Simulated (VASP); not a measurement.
Input of a VASP 6.6.1 run:

The input INCAR:

```
ALGO = Normal
EDIFF = 1E-6
ENCUT = 520
GGA = PS
ISIF = 2
ISMEAR = 0
LASPH = T
LCHARG = F
LREAL = F
LWAVE = F
NBANDS = 21
NELM = 100
PREC = Accurate
SIGMA = 0.1
```

Contents of KPOINTS:

```
k-points
0
Gamma
  8 8 8
```

The input POSCAR:

```
Ge
1.0
   -2.5744897190      2.5744897190      1.3974126432
    2.5744897190     -2.5744897190      1.3974126432
    2.5744897190      2.5744897190     -1.3974126432
Ge
2
Direct
    0.2500000000      0.7500000000      0.5000000000
    0.5000000000      0.5000000000      0.0000000000
```

Potentials or basis: VASP PAW PBE potentials, release 64 (Ge_d).

Command:

```console
$ cat potpaw_PBE.64/Ge_d/POTCAR > POTCAR
$ mpirun -np 1 vasp_std > vasp.out
```

(1) What does it give for the pressure?

(2) What does it give for the band gap on the k mesh?

Results:

(1) -0.8 GPa.

(2) none (metal or under the smearing width).

Caveat: the PAW data sets were made with another functional, which shifts forces and pressure a little.
